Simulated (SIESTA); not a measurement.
Crystal: C.

```
CELL_PARAMETERS angstrom
2.52210 0.00000 0.00000
-1.26105 2.18420 0.00000
0.00000 0.00000 12.35570
ATOMIC_POSITIONS crystal
C 0.66667 0.33333 0.35417
C 0.33333 0.66667 0.85417
C 0.66667 0.33333 0.14583
C 0.33333 0.66667 0.64583
C 0.66667 0.33333 0.47917
C 0.33333 0.66667 0.97917
C 0.66667 0.33333 0.02083
C 0.33333 0.66667 0.52083
C 0.00000 0.00000 0.81250
C 0.00000 0.00000 0.31250
C 0.00000 0.00000 0.68750
C 0.00000 0.00000 0.18750
```

This is a hexagonal form of diamond, not graphite.

```yaml
Program: SIESTA 5.4.2
Task: relaxation of cell and atoms
Functional: BLYP
Potentials_or_basis: PseudoDojo 0.4 standard (PBE files)
Basis: DZP (energy shift 0.002 Ry)
Grid_cutoff: 500 Ry
Energy_shift: 0.002 Ry
k_mesh: 8 × 8 × 2
Occupations: fermi-dirac, width 0.05 eV
Spin: no spin polarisation
```

At the start: pressure 24.7 GPa; volume 5.67 Å³/atom.

Task: How do energy, volume and symmetry change on relaxing?

Result: Over 8 steps the energy falls by 26.1 meV/atom and the volume is 6.01 Å³/atom (+5.9 %); space group P6_3/mmc (No. 194, to 0.05 Å).

The path:
```csv
step,energy change (eV),largest force (eV/Å),pressure (GPa),volume (Å³)
1,0.0000,0.3332,24.69,68.06
2,-0.0405,0.1528,23.15,68.28
3,-0.1796,0.4827,14.49,69.62
4,-0.2399,0.5302,8.50,70.62
5,-0.2935,0.4092,1.68,71.81
6,-0.3100,0.1647,-0.53,72.20
7,-0.3128,0.0127,-0.31,72.15
8,-0.3128,0.0009,-0.05,72.10
```

Final structure:
```yaml
crystal:
  lattice:
    - [2.56569, 0.00001, 0.00000]
    - [-1.28284, 2.22195, 0.00000]
    - [0.00000, 0.00000, 12.64774]
  atoms:
    - { symbol: C, position: [0.66667, 0.33333, 0.35486] }
    - { symbol: C, position: [0.33333, 0.66667, 0.85486] }
    - { symbol: C, position: [0.66667, 0.33333, 0.14513] }
    - { symbol: C, position: [0.33333, 0.66667, 0.64514] }
    - { symbol: C, position: [0.66667, 0.33333, 0.47923] }
    - { symbol: C, position: [0.33333, 0.66667, 0.97923] }
    - { symbol: C, position: [0.66667, 0.33333, 0.02077] }
    - { symbol: C, position: [0.33333, 0.66667, 0.52077] }
    - { symbol: C, position: [0.00000, 0.00000, 0.81313] }
    - { symbol: C, position: [0.00000, 0.00000, 0.31313] }
    - { symbol: C, position: [0.00000, 0.00000, 0.68687] }
    - { symbol: C, position: [0.00000, 0.00000, 0.18687] }
```

Caveat: the potentials were made for another functional, which shifts forces and pressure; the basis of atomic orbitals isn't converged, which shifts pressures, moduli and gaps.
